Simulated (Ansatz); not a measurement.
A plane-wave DFT run in Ansatz 0.2.0 (scalar-relativistic PAW potentials unless the input names others): input and command.

```yaml
crystal:
  lattice:
    - [4.4202617148, 0.1242565605, 0.0941396396]
    - [-0.1242565605, -4.3984429493, 0.0178843243]
    - [-0.0941396396, 0.0178843243, -4.3325049326]
  atoms:
    - { symbol: Mg, position: [0.1555410286, 0.0689054174, 0.032037821], spin: -4.0 }
    - { symbol: Mg, position: [0.5007891358, 0.5097687314, -0.0299335654], spin: 0.5 }
    - { symbol: Mg, position: [0.4319885377, -0.0423310704, 0.4426951976], spin: 0.5 }
    - { symbol: Mg, position: [-0.0725845576, 0.4716139987, 0.5099813881], spin: -2.0 }
    - { symbol: O, position: [0.6527505915, -0.0948484269, 0.0753668429], spin: 1.0 }
    - { symbol: O, position: [-0.0825920329, 0.4794819166, -0.0174492843], spin: -1.0 }
    - { symbol: O, position: [-0.0736415571, 0.0764955821, 0.4987150037], spin: -0.5 }
    - { symbol: O, position: [0.4877488539, 0.530913851, 0.4885865964], spin: -2.0 }
basis:
  ecutwfc: "22.0 Ry"
kpoints:
  mp_grid: { grid: [6, 6, 6] }
hamiltonian:
  xc: pbesol
scf:
  occupations: { method: gaussian, width: 0.05 }
  initial_density: { chi_scale: 0.0 }
output:
  forces: true
  eigenvalues: true
  stress: true
magnetization:
  spin_polarized: true
```

```bash
ansatz run input.yaml --threads 2 --pin off --max-ram 5120MiB --backend cpu --events-out ev --progress --plain --runs-dir out
```

Abridged log:
```
Warning: basis.ecutwfc = 299.32524870 eV is below the records' recommended 420 eV, and the density's cutoff is lower with it unless basis.ecutrho_ratio is high enough to keep the records' density cutoff: compare with a run at a higher cutoff
Pseudopotentials: kind: paw
Pseudopotential: Mg, paw, valence charge 10, recommended cutoff 420 eV (normal)
Pseudopotential: O, paw, valence charge 6, recommended cutoff 420 eV (normal)
Functional definition: PBEsol
Crystal: 8 atoms, lattice volume = 84.126 Å³
Basis set: ecut = 299.32524870 eV, 981 PW (Γ), exchange–correlation on 50×50×50 points (8 copies of the dense FFT grid, shifted against one another)
Bands: 46, of which v1, the nominal top of the filled ones, is band 32 counted from 1 (31 counted from 0)
Symmetry: 1 space group operations
Space group: P1 (ITA 1), of the structure as read, at distance tolerance 4.4e-5 Å
Magnetic group: BNS 1.1 (UNI 1), of the structure as read, at distance tolerance 4.4e-5 Å
k-points: 112 of 216 (time reversal used)
Initial density: superposition of atomic densities (chi_scale 0, normalization cell)
Starting moments: Σ|m| = 11.5 μB on 8 of 8 sites
Initial wavefunctions: pseudopotential atomic-orbital guess
Functional: x = pbesol(κ = 0.804, μ = 0.12345679), c = pbesol(β = 0.046)
SCF iter   1: F=—  HF=-9889.778768 eV  |F-HF|=—  |Δ(HF+E_count)|=         —  Δρ=2.59e-1 (↑2.59e-1 ↓2.52e-1) dr2=2.68e1  dr2_m=4.61e1  M=0.000 μB ∫|m|=0.930 μB  β_m=0.30  ethr=3.10e-3  ⟨swp⟩=7.7  Hψ=47896  notcnv=0  defer=85
spin=Collinear: Resta preconditioning applied to the charge; magnetization (m = ρ↑ − ρ↓) channel mixes plain (no charge-response kernel on spin).
SCF iter   2: F=—  HF=-9888.684443 eV  |F-HF|=—  |Δ(HF+E_count)|=    1.09e0  Δρ=1.76e-1 (↑1.76e-1 ↓1.75e-1) dr2=4.81e0  dr2_m=2.31e1  M=0.000 μB ∫|m|=0.785 μB  β_m=0.30  ethr=3.10e-3  ⟨swp⟩=2.2  Hψ=17222  notcnv=0  defer=1999
SCF iter   3: F=—  HF=-9889.941287 eV  |F-HF|=—  |Δ(HF+E_count)|=    1.26e0  Δρ=1.26e-1 (↑1.23e-1 ↓1.26e-1) dr2=6.88e-1  dr2_m=1.16e1  M=0.000 μB ∫|m|=0.663 μB  β_m=0.30  ethr=3.10e-3  ⟨swp⟩=2.5  Hψ=13013  notcnv=0  defer=1999
SCF iter   4: F=—  HF=-9890.938543 eV  |F-HF|=—  |Δ(HF+E_count)|=   9.97e-1  Δρ=8.81e-2 (↑8.69e-2 ↓8.81e-2) dr2=1.73e-1  dr2_m=5.88e0  M=0.000 μB ∫|m|=0.529 μB  β_m=0.30  ethr=1.07e-3  ⟨swp⟩=2.1  Hψ=16041  notcnv=0  defer=1987
SCF iter   5: F=—  HF=-9891.527049 eV  |F-HF|=—  |Δ(HF+E_count)|=   5.89e-1  Δρ=6.25e-2 (↑6.25e-2 ↓6.21e-2) dr2=6.25e-2  dr2_m=2.98e0  M=0.000 μB ∫|m|=0.435 μB  β_m=0.30  ethr=2.71e-4  ⟨swp⟩=2.4  Hψ=14429  notcnv=0  defer=1987
SCF iter   6: F=—  HF=-9891.825011 eV  |F-HF|=—  |Δ(HF+E_count)|=   2.98e-1  Δρ=4.46e-2 (↑4.46e-2 ↓4.43e-2) dr2=4.26e-3  dr2_m=1.52e0  M=0.000 μB ∫|m|=0.346 μB  β_m=0.30  ethr=9.77e-5  ⟨swp⟩=2.1  Hψ=14198  notcnv=0  defer=1987
SCF iter   7: F=—  HF=-9891.985613 eV  |F-HF|=—  |Δ(HF+E_count)|=   1.61e-1  Δρ=3.19e-2 (↑3.19e-2 ↓3.18e-2) dr2=8.94e-4  dr2_m=7.81e-1  M=0.000 μB ∫|m|=0.279 μB  β_m=0.30  ethr=6.65e-6  ⟨swp⟩=2.0  Hψ=18163  notcnv=0  defer=1985
Mixer restart at iter 7: flushing history
spin-set hold released at iteration 7 (site moments contracting): the magnetisation degrees of freedom join the quasi-Newton model from the next iteration; the mixer history was flushed
SCF iter   8: F=—  HF=-9892.069301 eV  |F-HF|=—  |Δ(HF+E_count)|=   8.37e-2  Δρ=2.29e-2 (↑2.29e-2 ↓2.29e-2) dr2=1.52e-4  dr2_m=4.03e-1  M=0.000 μB ∫|m|=0.224 μB  β_m=0.65  ethr=1.40e-6  ⟨swp⟩=2.0  Hψ=16378  notcnv=0  defer=1983
   ...
SCF iter  10: F=—  HF=-9892.167411 eV  |F-HF|=—  |Δ(HF+E_count)|=   1.62e-3  Δρ=1.95e-3 (↑8.51e-4 ↓1.95e-3) dr2=4.78e-3  dr2_m=6.46e-4  M=0.000 μB ∫|m|=0.029 μB  β_m=0.71  ethr=2.37e-7  ⟨swp⟩=3.0  Hψ=18358  notcnv=0  defer=1983
SCF iter  11: F=—  HF=-9892.166899 eV  |F-HF|=—  |Δ(HF+E_count)|=   5.11e-4  Δρ=8.43e-4 (↑8.43e-4 ↓2.27e-4) dr2=4.12e-4  dr2_m=1.94e-4  M=0.000 μB ∫|m|=0.016 μB  β_m=0.80  ethr=2.37e-7  ⟨swp⟩=3.1  Hψ=14221  notcnv=0  defer=1983
SCF iter  12: F=—  HF=-9892.167021 eV  |F-HF|=—  |Δ(HF+E_count)|=   1.22e-4  Δρ=3.54e-4 (↑2.75e-4 ↓3.54e-4) dr2=2.32e-4  dr2_m=1.38e-5  M=0.000 μB ∫|m|=0.005 μB  β_m=0.62  ethr=2.37e-7  ⟨swp⟩=2.1  Hψ=12088  notcnv=0  defer=1983
SCF iter  13: F=—  HF=-9892.166975 eV  |F-HF|=—  |Δ(HF+E_count)|=   4.59e-5  Δρ=5.85e-5 (↑5.85e-5 ↓4.76e-5) dr2=7.80e-7  dr2_m=1.99e-6  M=0.000 μB ∫|m|=0.002 μB  β_m=0.81  ethr=2.37e-7  ⟨swp⟩=2.0  Hψ=11902  notcnv=0  defer=1983
SCF iter  14: F=—  HF=-9892.167186 eV  |F-HF|=—  |Δ(HF+E_count)|=   2.11e-4  Δρ=3.14e-5 (↑3.14e-5 ↓2.90e-5) dr2=2.26e-6  dr2_m=1.07e-7  M=0.000 μB ∫|m|=0.001 μB  β_m=0.64  ethr=1.22e-9  ⟨swp⟩=3.0  Hψ=18280  notcnv=0  defer=1983
SCF iter  15: F=—  HF=-9892.167185 eV  |F-HF|=—  |Δ(HF+E_count)|=   3.15e-7  Δρ=1.05e-5 (↑1.05e-5 ↓9.47e-6) dr2=6.28e-8  dr2_m=3.69e-8  M=0.000 μB ∫|m|=0.000 μB  β_m=0.82  ethr=1.56e-10  ⟨swp⟩=9.0  Hψ=51057  notcnv=0
SCF iter  16: F=—  HF=-9892.167185 eV  |F-HF|=—  |Δ(HF+E_count)|=   8.51e-8  Δρ=2.55e-6 (↑1.89e-6 ↓2.55e-6) dr2=7.77e-9  dr2_m=1.80e-9  M=0.000 μB ∫|m|=0.000 μB  β_m=0.85  ethr=9.81e-11  ⟨swp⟩=3.1  Hψ=25737  notcnv=0
SCF iter  17: F=-9892.167185 eV  HF=-9892.167185 eV  |F-HF|=1.39e-8  |Δ(HF+E_count)|=   3.72e-9  Δρ=2.28e-6 (↑2.28e-6 ↓2.18e-6) dr2=1.55e-8  dr2_m=5.45e-11  M=0.000 μB ∫|m|=0.000 μB  ethr=1.21e-11  ⟨swp⟩=3.1  Hψ=22274  notcnv=0
SCF 1 converged in 17 iterations: F = -9892.167185 eV  dr2 = 1.55e-8
WARN: the starting moments were not kept: the SCF closed with an absolute magnetisation of 9.0e-6 μB, where they sum to 11.5 μB in size (8 sites). That is at most 0.1 of that sum. Measured as dr2_m measures the in/out step, that magnetisation stands 1.3e-11 eV from none, at or under the dr2_threshold of 1.0e-7 eV: it is no larger than a step whose dr2_m would equal this threshold. The system may hold no moment; this SCF shows only that its start led to no more than that. To try another start: raise the starting moments (crystal.atoms[].spin, magnetization.per_species, magnetization.initial_mag ...
SCF converged after 17 iterations
Magnetization: 0.0000 μB (32.0000 up, 32.0000 down)
Absolute magnetization: 0.0000 μB (∫|ρ↑−ρ↓|, with the PAW one-centre terms)
Spin contamination: 0.0000 ħ² per cell (⟨S²⟩ above its minimum at these occupations)
Per-site moments (μB) at R_I (Å): [(-1.99546512e-7, 0.88660881), (-8.80704973e-8, 0.76456588), (-3.51444728e-8, 0.79132458), (-5.25102460e-8, 0.71720015), (2.00435232e-7, 0.77359006), (1.81061816e-6, 0.76456588), (3.22993386e-7, 0.71720015), (1.41181710e-6, 0.79132458)]
Free energy (F): -9892.167185 eV
Harris-Foulkes:  -9892.167185 eV  (|F-HF|=1.39e-8)
Internal energy: -9892.167185 eV  (E = F + TS)
E sigma→0 (E₀):  -9892.167185 eV
Fermi energy:    8.295305 eV
--- Forces (eV/Å), atoms counted from 1 ---
  atom   1  Mg    -6.15258941     0.87984404     2.49130925
  atom   2  Mg     0.46868001    -0.72363120     0.15191194
  atom   3  Mg     3.14588266    -0.37806359    -3.72525449
  atom   4  Mg     0.18943078    -3.58364390     0.32001666
  atom   5  O     -4.72680222    -3.23524741     2.40843491
  atom   6  O      4.99931255     0.62852425    -0.40751659
  atom   7  O      4.27612737     4.47349662    -0.84383348
  atom   8  O     -2.20001445     1.93880765    -0.39506817
--- Stress (GPa, compression-positive) ---
       -9.944898      -8.249765      -7.080682
       -8.249765      24.720938      -1.751974
       -7.080683      -1.751974      13.487629
  P = ⅓ Tr σ = 9.4212 GPa (94.212 kbar)
```

Apart from outputs and empty bands, the input differs from a reference run on usual settings in magnetization: not typed → {"spin_polarized": true} (random starting moments); basis.ecutwfc: 420 → "22.0 Ry"; scf.initial_density.chi_scale: not typed → 0.0. The reference, at the same geometry (not necessarily relaxed), gave pressure 9.54 GPa, largest force 6.700 eV/Å, gap on the mesh 0.75 eV. This run converged in 17 SCF iterations (reference: 7) with an energy at zero smearing 243 meV/atom above the reference's, pressure 9.42 GPa, largest force 6.696 eV/Å, gap on the mesh 0.72 eV. Its cutoff is looser than usual, and the result moved.

The run took 95 s on 2 threads of Intel(R) Xeon(R) Processor @ 2.50GHz (Skylake/Cascade Lake) (shared host), peak memory 0.61 GiB.